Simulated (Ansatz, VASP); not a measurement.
## CdS (Greenockite) in VASP and in Ansatz

Contents of INCAR:

```
ALGO = Normal
EDIFF = 1E-6
EDIFFG = -0.01
ENCUT = 600
GGA = RE
IBRION = 2
ISIF = 3
ISMEAR = -1
IVDW = 13
LASPH = T
LCHARG = F
LREAL = F
LWAVE = F
NELM = 80
NSW = 60
PREC = Accurate
SIGMA = 0.05
```

KPOINTS

```
k-points
0
Gamma
  7 7 4
```

Contents of POSCAR:

```
CdS
1.0
    4.1500000000      0.0000000000      0.0000000000
   -2.0750000000      3.5940054257      0.0000000000
    0.0000000000      0.0000000000      6.7370000000
Cd S
2 2
Direct
    0.6666666667      0.3333333333      0.5000000000
    0.3333333333      0.6666666667      0.0000000000
    0.6666666667      0.3333333333      0.8750000000
    0.3333333333      0.6666666667      0.3750000000
```

input.yaml

```yaml
crystal:
  lattice:
    - [4.15, 0.0, 0.0]
    - [-2.075, 3.5940054257, 0.0]
    - [0.0, 0.0, 6.737]
  atoms:
    - { symbol: Cd, position: [0.6666666667, 0.3333333333, 0.5] }
    - { symbol: Cd, position: [0.3333333333, 0.6666666667, 0.0] }
    - { symbol: S, position: [0.6666666667, 0.3333333333, 0.875] }
    - { symbol: S, position: [0.3333333333, 0.6666666667, 0.375] }
hamiltonian:
  xc: revpbe
  pseudopotentials: { kind: paw }
  dispersion: d4
kpoints:
  mp_grid: { grid: [7, 7, 4] }
scf:
  occupations: { method: fermi_dirac, width: 0.05 }
output:
  forces: true
  stress: true
relax:
  f_tol: 0.01
  max_steps: 40
  cell: { stress_tol: 0.05 }
```

Alike in both runs: task relaxation of cell and atoms; functional revPBE; dispersion D4; k mesh 7 × 7 × 4; occupations fermi-dirac, width 0.05 eV; no spin polarisation.

```csv
,VASP,Ansatz
version,VASP 6.6.1,Ansatz 0.2.0
potentials or method,"VASP PAW PBE potentials, release 64 (Cd, S)",Ansatz PAW
plane-wave cutoff (eV),600,420
valence electrons in the cell,36,52
```

|  | VASP | Ansatz | Ansatz less VASP |
| --- | --- | --- | --- |
| relaxed volume (Å³/atom) | 25.13 | 24.99 | -0.136 |
| relaxed cell length with the largest relative difference (Å) | 6.756 | 6.737 | -0.0191 |

The two sets of potentials don't hold the same shells in valence.

Caveats: the PAW data sets were made with another functional, which shifts forces and pressure a little (VASP); the plane-wave basis is chosen anew once the cell has moved, so the energies of steps on either side of that aren't comparable (Ansatz); the PAW data sets come from PBE, with cores solved anew for the run's functional, which leaves a small shift of forces and pressure (Ansatz). revPBE gaps usually lie below the measured ones, often by a third to a half.
